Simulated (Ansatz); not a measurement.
**Structure relaxation of BaTe**

These are results of Ansatz 0.2.0, DFT PBE, scalar-relativistic, plane waves, PAW, not measurements. Cutoff 420 eV, Γ-centred k mesh, Gaussian smearing, no spin polarisation in the final step.

BaTe was placed on the GeS structure type (Pnma, No. 62), with Ba in place of Ge, Te in place of S, at a guessed volume.

```
CELL_PARAMETERS angstrom
13.62026 0.00000 0.00000
0.00000 4.76187 0.00000
0.00000 0.00000 5.60988
ATOMIC_POSITIONS crystal
Ba 0.12100 0.25000 0.10600
Ba 0.87900 0.75000 0.89400
Ba 0.37900 0.75000 0.60600
Ba 0.62100 0.25000 0.39400
Te 0.85200 0.25000 0.50300
Te 0.14800 0.75000 0.49700
Te 0.64800 0.75000 0.00300
Te 0.35200 0.25000 0.99700
```

Cell and atoms relax at zero pressure; the relaxation can't lower the symmetry of the start. After a coarse first stage the cell is made exact in the group found at 0.06 Å.

Energies over the elements count from the elements' standard structures at the same level, with no empirical corrections.

**Question.** Which crystal results?

**Answer.** It ends in Fm-3m (No. 225). The result has the rock salt structure. Conventional cell: a = 7.065 Å. Ba is coordinated by 6 Te at 3.53 Å; Te is coordinated by 6 Ba at 3.53 Å.

```xyz
2
Lattice="0.0000 3.5325 3.5325 3.5325 0.0000 3.5325 3.5325 3.5325 0.0000" Properties=species:S:1:pos:R:3 pbc="T T T"
Ba    0.0000    0.0000    0.0000
Te    3.5325    3.5325    3.5325
```

**Question.** What are its volume, energy, density and gap?

**Answer.** The volume per atom is 44.08 Å³. The density is 4.99 g/cm³, the energy over the elements is -1.820 eV/atom and the gap on the 8×8×8 mesh is 1.66 eV.

The final run used a 8×8×8 mesh on its 2-atom cell and 0.02 eV smearing. Spin–orbit coupling is left out. A structure relaxed within its symmetry needn't be a true minimum.

Cost: 3 runs of about 5.9 core-minutes in all, on Intel Xeon (Ice Lake) (shared hosts).